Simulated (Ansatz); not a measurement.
Runs of Ansatz 0.2.0 on Ag. It takes space group Fm-3m (No. 225, cubic). Conventional cell: a = 4.085 Å, b = 4.085 Å, c = 4.085 Å, α = 90.00°, β = 90.00°, γ = 90.00°. Around Ag (site symmetry m-3m) lie 12 Ag at 2.89 Å. 

```csv
task,level,potentials or basis,spin,cell,k mesh,cutoff (eV),pressure (GPa),relaxed volume (Å³/atom)
band structure,LDA,"all-electron LAPW, relativistic spinors","SOC, no magnetisation",as given,8 × 8 × 8,240,(a),-
band structure,RPBE,"all-electron LAPW, scalar-relativistic",off,as given,11 × 11 × 11,241,8.5,-
band structure,LDA,"all-electron LAPW, scalar-relativistic",off,as given,11 × 11 × 11,240,-7.6,-
relaxation of cell and atoms,PBEsol+D3(BJ),"all-electron LAPW, scalar-relativistic",off,relaxed,11 × 11 × 11,-,0.0,15.89
relaxation of cell and atoms,PBEsol,"all-electron LAPW, scalar-relativistic",off,relaxed,11 × 11 × 11,-,0.0,(b)
relaxation of cell and atoms,PBEsol+D4,"all-electron LAPW, scalar-relativistic",off,relaxed,11 × 11 × 11,-,0.0,16.20
```

Alike in all rows: smearing fermi-dirac 0.05 eV; basis error allowed 0.001 eV/atom.

Question: Fill in the values left out.

Answer: (a) -6.9; (b) 16.61.

Caveats: the k mesh is thin for a metal, which can move the energy by tens of meV per atom (some runs).

Runs at the PBE level aren't shown here.
